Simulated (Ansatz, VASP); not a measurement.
**Ti: VASP beside Ansatz**

Contents of POSCAR:

```
Ti
1.0
   -1.6410000000      1.6410000000      1.6410000000
    1.6410000000     -1.6410000000      1.6410000000
    1.6410000000      1.6410000000     -1.6410000000
Ti
1
Direct
    0.0000000000      0.0000000000      0.0000000000
```

Contents of INCAR.step1:

```
SYSTEM = Ti
ALGO = Normal ; EDIFF = 1E-4
ENCUT = 520 ; GGA = PE
ISMEAR = -1 ; LASPH = .True.
LCHARG = .False. ; LREAL = .False.
LWAVE = .True. ; NBANDS = 12
NELM = 60 ; PREC = Accurate
SIGMA = 0.05
```

INCAR.step2

```
SYSTEM = Ti
ALGO = Normal ; EDIFF = 1E-6
ENCUT = 520 ; ISIF = 2
ISMEAR = -1 ; ISTART = 1
LASPH = .True. ; LCHARG = .True.
LELF = .True. ; LMIXTAU = .True.
LREAL = .False. ; LVHAR = .True.
LWAVE = .False. ; METAGGA = R2SCAN
NBANDS = 12 ; NELM = 60
PREC = Accurate ; SIGMA = 0.05
```

KPOINTS

```
k-points
0
Gamma
  7 7 7
  0 0 0
```

File input.yaml:

```yaml
crystal:
  lattice:
    - [-1.641, 1.641, 1.641]
    - [1.641, -1.641, 1.641]
    - [1.641, 1.641, -1.641]
  atoms:
    - { symbol: Ti, position: [0.0, 0.0, 0.0] }
hamiltonian:
  xc: r2scan
  pseudopotentials: { kind: paw }
kpoints:
  mp_grid: { grid: [7, 7, 7] }
  band_path:
    path:
      - [[0.0, 0.0, 0.0], [0.5, -0.5, 0.5], [0.0, 0.0, 0.5], [0.0, 0.0, 0.0], [0.25, 0.25, 0.25], [0.5, -0.5, 0.5]]
      - [[0.25, 0.25, 0.25], [0.0, 0.0, 0.5]]
    npoints: 14
scf:
  occupations: { method: fermi_dirac, width: 0.05 }
  n_extra_bands: 6
output:
  forces: true
  stress: true
  eigenvalues: true
  fatbands: false
```

This isn't the form of Ti at room conditions, which is hcp.

Alike in both runs: functional r2SCAN; k mesh 7 × 7 × 7; occupations fermi-dirac, width 0.05 eV; no spin polarisation.

|  | VASP | Ansatz |
| --- | --- | --- |
| version | VASP 6.6.1 | Ansatz 0.2.0 |
| potentials or method | VASP PAW PBE potentials, release 64 (Ti_sv) | Ansatz PAW |
| plane-wave cutoff (eV) | 520 | 500 |
| valence electrons in the cell | 12 | 12 |
| task | single point | band structure |

Ansatz gave:

| Quantity | Value |
| --- | --- |
| gap on the k mesh at the Fermi level (eV) | none |
| pressure (GPa) | -2.5 |

**Question.** What did VASP give for the same quantities?

**Answer.** gap on the k mesh at the Fermi level (eV): none; pressure (GPa): -2.3.

A gap of «none» marks a metal or a gap that the smearing closes. The functional is the same, so the differences come from potentials, cutoffs and numerics.

Caveats: the k mesh is coarse (spacing up to 0.39 Å⁻¹), so the values aren't converged; the PAW data sets were made with another functional, which shifts forces and pressure a little (VASP); the PAW data sets come from PBE, with cores solved anew for the run's functional, which leaves a small shift of forces and pressure (Ansatz).
